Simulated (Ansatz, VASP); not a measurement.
# TePb: VASP beside Ansatz, part 2 of 2

Wanted: the spread between two codes on one cell, functional and k mesh. The cell is taken from a series of VASP runs on this material, whose earlier steps may have relaxed, scaled or displaced it; both programs get it as it stands.

VASP 6.6.1 and Ansatz 0.2.0.

So far: The starting structure; VASP: relaxation of cell and atoms, r2SCAN with rVV10.

## 3. Ansatz: relaxation of cell and atoms, r2SCAN with rVV10

Level of this step: Ansatz beside VASP: Kohn-Sham DFT, plane waves, r2SCAN with rVV10 (Ansatz).

Ansatz runs on its default PAW (the set named soft_2) files.

The same cell, functional, mesh and smearing now go to Ansatz, which takes its cutoff from its data sets.

input.yaml

```yaml
crystal:
  lattice:
    - [0.0, 3.2629921796, 3.2629921796]
    - [3.2629921796, 0.0, 3.2629921796]
    - [3.2629921796, 3.2629921796, 0.0]
  atoms:
    - { symbol: Pb, position: [0.0, 0.0, 0.0] }
    - { symbol: Te, position: [0.5, 0.5, 0.5] }
hamiltonian:
  xc: r2scan
  pseudopotentials: { kind: paw }
  dispersion: rvv10
kpoints:
  mp_grid: { grid: [6, 6, 6] }
scf:
  occupations: { method: gaussian, width: 0.03 }
relax:
  f_tol: 0.01
  max_steps: 60
  cell: { stress_tol: 0.05 }
output:
  forces: true
  stress: true
  write_density: true
  write_potential: true
  elf: true
  volumetric_format: npy
```

Command:

```
ansatz run input.yaml --threads 4 --pin off --max-ram 9216MiB --backend cpu --events-out ev --progress --plain --runs-dir out
```

Numbers of over 12 decimals in the logs are rounded to 6 here.

What it wrote:

```text
Engine: ansatz 0.2.0, aarch64-unknown-linux-gnu
Pseudopotentials: kind: paw
Pseudopotential: Pb, paw, valence charge 14, recommended cutoff 500 eV (meta_gga), Pb.paw.azcp
Pseudopotential: Te, paw, valence charge 16, recommended cutoff 500 eV (meta_gga), Te.paw.azcp
Functional definition: r2SCAN+rVV10
  parameter k0 = 0.174
  parameter k1 = 0.065
  parameter a1 = 4.9479
  exchange = r2scan_x(k0 = k0, k1 = k1, a1 = a1)
  correlation = r2scan_c + rvv10(11.95, 0.0093)
Crystal: 2 atoms, lattice volume = 69.483 Å³
Basis set: ecut = 500 eV, 1807 PW (Γ), exchange–correlation on 160×160×160 points (64 copies of the dense FFT grid, shifted against one another)
Bands: 19, of which v1, the nominal top of the filled ones, is band 15 counted from 1 (14 counted from 0)
Symmetry: 48 space group operations
Space group: Fm-3m (ITA 225), of the structure as read, at distance tolerance 4.1e-5 Å
k-points: 16 of 216
Non-local potential: Pb, projectors of the file, l = 0: 2, l = 1: 2, l = 2: 2, l = 3: 2
Non-local potential: Te, projectors of the file, l = 0: 2, l = 1: 2, l = 2: 2, l = 3: 2
PAW form: soft (Blöchl's): semilocal exchange-correlation on the pseudo side does not see the compensation charge
rVV10 density: all electrons in the spheres
PAW frozen core: Pb, regenerated for the run's functional (the file was generated under x = pbe(κ = 0.804, μ = 0.219515), c = pbe(β = 0.066725))
PAW frozen core: Te, regenerated for the run's functional (the file was generated under x = pbe(κ = 0.804, μ = 0.219515), c = pbe(β = 0.066725))
PAW one-centre angular grid: Pb, 590 points (default); XC on 160 Gauss nodes
PAW one-centre angular grid: Te, 590 points (default); XC on 160 Gauss nodes
Initial density: superposition of atomic densities (neutral atoms: chi_scale 0, normalization atom), corrected by the library's trained network
Initial wavefunctions: pseudopotential atomic-orbital guess
Functional: x = r2scan, c = r2scan + rvv10(b = 11.95, C = 0.0093); τ floored in thin density (d = 2e-4 eV/Å³)
SCF iter   1: F=—  HF=-18911.381239 eV  |F-HF|=—  |Δ(HF+E_count)|=         —  Δρ=4.54e-3  dr2=8.99e-3  dr2_τ=9.76e-4  ethr=1.77e-3  ⟨swp⟩=7.1  Hψ=1651  notcnv=0
preconditioner: auto → none  [insulator: Δε(μ)=1.033 eV  Ē_g=15.378 eV  σ=0.030 eV  W_gap=1.00  n_scr=14 (ndim 8)  ℏωp=19.9 eV  f_vac=0.016  D(μ)=0.00/eV (n_scr^D=0)  ε∞_Penn≈2.7]
SCF iter   2: F=—  HF=-18911.383020 eV  |F-HF|=—  |Δ(HF+E_count)|=   1.78e-3  Δρ=1.35e-3  dr2=1.22e-3  dr2_τ=7.79e-5  ethr=3.00e-5  ⟨swp⟩=2.0  Hψ=656  notcnv=0
SCF iter   3: F=—  HF=-18911.383139 eV  |F-HF|=—  |Δ(HF+E_count)|=   1.19e-4  Δρ=5.11e-4  dr2=1.16e-4  dr2_τ=1.02e-5  ethr=4.07e-6  ⟨swp⟩=3.0  Hψ=544  notcnv=0
SCF iter   4: F=—  HF=-18911.383162 eV  |F-HF|=—  |Δ(HF+E_count)|=   2.32e-5  Δρ=1.74e-4  dr2=1.13e-5  dr2_τ=2.88e-7  ethr=3.88e-7  ⟨swp⟩=2.0  Hψ=536  notcnv=0
SCF iter   5: F=—  HF=-18911.383171 eV  |F-HF|=—  |Δ(HF+E_count)|=   8.65e-6  Δρ=4.66e-5  dr2=9.23e-7  dr2_τ=2.22e-8  ethr=3.75e-8  ⟨swp⟩=2.5  Hψ=448  notcnv=0
SCF iter   6: F=-18911.383171 eV  HF=-18911.383171 eV  |F-HF|=2.24e-9  |Δ(HF+E_count)|=   4.66e-7  Δρ=8.72e-6  dr2=3.86e-8  dr2_τ=8.79e-10  ethr=3.33e-10  ⟨swp⟩=9.7  Hψ=2031  notcnv=0
SCF 1 converged in 6 iterations: F = -18911.383171 eV  dr2 = 3.86e-8
  greatest PAW one-centre occupation: 0.997 electrons in one spin orbital (limit 2), on the Te atom at site 1 (counted from 0), in its partial waves of l = 2
relax step   1: F+E_penalty+E_count = -18911.38317120 eV  Δ(F+E_penalty+E_count) = +0.000e0 eV  max|allowed force component| = 1.479e-29 eV/Å  Δτ_max = 0.0000 Å  P = -0.700 GPa  Ω = 69.483 Å³  (6 SCF iters, dr2 threshold 1.00e-7 eV, accepted)
[...]
relax step   2: F+E_penalty+E_count = -18911.38547819 eV  Δ(F+E_penalty+E_count) = -2.307e-3 eV  max|allowed force component| = 5.548e-29 eV/Å  Δτ_max = 0.0000 Å  P = +0.231 GPa  Ω = 68.025 Å³  energy of the carried Pulay correction = +9.592e-5 eV  (6 SCF iters, dr2 threshold 2.00e-7 eV, accepted)
[...]
relax step   3: F+E_penalty+E_count = -18911.38570520 eV  Δ(F+E_penalty+E_count) = -2.270e-4 eV  max|allowed force component| = 9.072e-30 eV/Å  Δτ_max = 0.0000 Å  P = -0.005 GPa  Ω = 68.382 Å³  energy of the carried Pulay correction = +7.228e-5 eV  (4 SCF iters, dr2 threshold 1.34e-7 eV, accepted)
[...]
relax step   4: F+E_penalty+E_count = -18911.38562893 eV  Δ(F+E_penalty+E_count) = +7.627e-5 eV  max|allowed force component| = 1.282e-29 eV/Å  Δτ_max = 0.0000 Å  P = -0.007 GPa  Ω = 68.382 Å³  stress off target by 6.84e-3 GPa  SCF on the basis re-selected at this cell (its energy is not comparable with the rows above)  (5 SCF iters)
basis re-selected at this cell: Δ(F+E_penalty+E_count) = +7.627e-5 eV, ΔP = -0.002 GPa vs the last step (what re-selecting the basis moved, of the pressure what is left beyond the Pulay correction that the steps carried, after the strain that the cell walked since its last selection, with what the two solves' SCF thresholds leave and, on support functions, any second-order correction that the steps lacked; it is no m [...]
SCF converged after 5 iterations
Free energy (F): -18911.385629 eV
Harris-Foulkes:  -18911.385629 eV  (|F-HF|=2.91e-11)
Internal energy: -18911.385629 eV  (E = F + TS)
E sigma→0 (E₀):  -18911.385629 eV
Fermi energy:    8.853542 eV
--- Per-component energies (eV) ---
  E_band       = -342.836259
  E_kinetic    = 467.016081
  E_local      = -2406.965868  (includes V_loc(G=0)·N_el)
  E_nonlocal   = 40.455353
  E_hartree    = 1263.912179
  E_xc         = -318.489687
  E_vxc        = -256.365436  (∫ρ·V_xc dr)
  E_paw        = -15118.532627  (= ΣΔE_a)
  E_vpaw       = -732.088469  (= ΣTr[D̂ρ^β])
  E_aug_tail   = 0.000026  (compensation charges beyond the density's cutoff)
  E_vtau       = 17.287709  (kinetic-family band-sum trace: ∫τ·v_τ [+ j·A + Jᵃ·Aᵃ] dr)
  E_ewald      = -2840.031444
  E_core_change = 1.250358  (= ΣΔE_core)
  E_smearing   = -0.000000  (= −TS)
  E_closure    = 0.000000  (closes the sum)
  Σ components = -18911.385629   (vs F -18911.385629, Δ=0.00e0)
--- Forces (eV/Å), atoms counted from 1 ---
  atom   1  Pb    -0.00000000    -0.00000000     0.00000000
  atom   2  Te     0.00000000    -0.00000000     0.00000000
  max |Σ_I F_I| component: 2.48e-29 eV/Å
--- Stress (GPa, compression-positive) ---
       -0.006844      -0.000000      -0.000000
       -0.000000      -0.006844       0.000000
       -0.000000      -0.000000      -0.006844
  P = ⅓ Tr σ = -0.0068 GPa (-0.068 kbar)
--- Band table (eV; the first three rows and the last of 16) ---
  k-point 0: bands = [... 11 lower, 2.6999, 6.8997, 6.8997, 6.8997, 12.6707, 12.6707, 12.6707, 14.5358]
  k-point 1: bands = [... 11 lower, 1.9117, 6.9756, 6.9756, 7.3465, 11.5008, 11.7024, 11.7024, 14.3672]
  k-point 2: bands = [... 11 lower, 0.4354, 7.1947, 7.1947, 7.9844, 10.0545, 10.3740, 10.3740, 15.3327]
  k-point 15: bands = [... 11 lower, 0.3346, 4.0814, 4.9059, 7.0375, 11.3619, 12.9726, 14.6749, 14.7090]
--- Relaxed structure (3 steps of the walk, 3 accepted, 1 SCFs on fresh bases) ---
  F+E_penalty+E_count = -18911.38562893 eV   max|allowed force component| = 1.282e-29 eV/Å   (the final SCF, on the basis selected at the relaxed cell)
  cell:  # Å, volume = 68.3817 Å³
    - [0, 3.245662, 3.245662]
    - [3.245662, 0, 3.245662]
    - [3.245662, 3.245662, 0]
  atoms:
    - { symbol: Pb, position: [0, 0, 0] }
    - { symbol: Te, position: [0.5, 0.5, 0.5] }
```

Run time: 9.5 s. Hardware: 4 threads of Arm Neoverse V2, shared host; peak memory 0.73 GiB; 25 s of CPU time.

## 4. Side by side

Known differences besides the potentials themselves: VASP keeps PBE cores, Ansatz makes them for the functional; both relaxations stop at a tolerance, which leaves soft axes loose, and VASP keeps its plane-wave basis; the data sets hold 30 valence electrons in Ansatz (default PAW (the set named soft_2) files) and 20 in VASP; the cutoff is 500 eV in Ansatz and 450 eV in VASP; Ansatz adds a Pulay correction to the stress that steers its cell, VASP none. Total energies have different zeros and are not compared.

Compared:

| quantity | Ansatz | VASP | difference |
| --- | --- | --- | --- |
| volume (Å³) | 68.38 | 68.71 | -0.48 % |
| edge a after relaxation, in the typed setting (Å) | 4.590 | 4.598 | -0.16 % |

The walks stopped with -0.01 GPa left in Ansatz and 0.00 GPa in VASP; each walk ends within a tolerance, so the volume difference is uncertain by about these residues over the bulk modulus, most in soft cells.

## 5. Outcome

| Quantity | Value |
| --- | --- |
| difference in volume (relaxation of cell and atoms, r2SCAN with rVV10) | -0.48 % |

**Reading.** The difference in volume is -0.48 % (relaxation of cell and atoms, r2SCAN with rVV10), within the 1.2 % picked in this series as the mark of a large difference, as far as the stopping tolerances let one tell. 1 further run of this series is not shown here. How closely two codes agree says nothing of how well the functional describes the real material.

[Lines on the potential files, build, host, timing and source positions are cut from VASP's logs without a mark.]

[Logs are printed without paths, hosts, clocks, repeated set-up lines and the standing remarks that a program may print on its own settings, such as how far it seeks lower states.]

[Hosts, paths, dates, database ids (printed as entryN), source tags and the programs' standing remarks are cut or masked in the printed files.]
